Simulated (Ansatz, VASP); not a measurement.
## One calculation of MgO, two programs

Contents of INCAR:

```
SYSTEM = MgO
PREC = Accurate
ENCUT = 520
EDIFF = 1E-6
ISMEAR = 0
SIGMA = 0.05
LREAL = .FALSE.
LASPH = .TRUE.
NELM = 100
ALGO = Normal
ISIF = 2
LWAVE = .FALSE.
LCHARG = .FALSE.
GGA = PE
NBANDS = 11
```

The input KPOINTS:

```
Automatic mesh
0
G
  10 10 10
  0 0 0
```

POSCAR

```
MgO
1.0
    0.0000000000      2.1272186771      2.1272186771
    2.1272186771      0.0000000000      2.1272186771
    2.1272186771      2.1272186771      0.0000000000
Mg O
1 1
Direct
   -0.0133061842      0.0133061842      0.0133061842
    0.5202141888      0.4797858112      0.4797858112
```

Input for Ansatz:

```yaml
crystal:
  lattice:
    - [0.0, 2.1272186771, 2.1272186771]
    - [2.1272186771, 0.0, 2.1272186771]
    - [2.1272186771, 2.1272186771, 0.0]
  atoms:
    - { symbol: Mg, position: [-0.0133061842, 0.0133061842, 0.0133061842] }
    - { symbol: O, position: [0.5202141888, 0.4797858112, 0.4797858112] }
basis:
  ecutwfc: 520.0
kpoints:
  mp_grid: { grid: [10, 10, 10] }
hamiltonian:
  xc: pbe
  pseudopotentials: { kind: paw, azcp: { folder: soft_1 } }
scf:
  occupations: { method: gaussian, width: 0.05 }
output:
  forces: true
  stress: true
  eigenvalues: true
  write_density: true
  write_potential: true
  elf: true
  volumetric_format: npy
```

Change from the starting cell: mode 4 frozen in at -0.086 Å and mode 5 at -0.000 Å (largest displacements).

Alike in both runs: task single point; functional PBE; k mesh 10 × 10 × 10; occupations gaussian, width 0.05 eV; no spin polarisation.

```csv
,VASP,Ansatz
version,VASP 6.6.1,Ansatz 0.2.0
potentials or method,"VASP PAW PBE potentials, release 64 (Mg, O)","scalar-relativistic, plane waves, PAW"
plane-wave cutoff (eV),520,520
valence electrons in the cell,8,16
```

VASP gave:

* gap on the k mesh at the Fermi level (eV): 4.44
* least direct gap on the mesh (eV): 4.44
* pressure (GPa): 1.0
* largest component of the traceless stress (GPa): 4.47
* rms of the force components (eV/Å): 0.454

Estimate Ansatz's values.

gap on the k mesh at the Fermi level (eV): 4.46; least direct gap on the mesh (eV): 4.46; pressure (GPa): 1.8; largest component of the traceless stress (GPa): 4.40; rms of the force components (eV/Å): 0.449.

Atom by atom the forces differ by 0.005 eV/Å (rms over components). The two sets of potentials don't hold the same shells in valence.
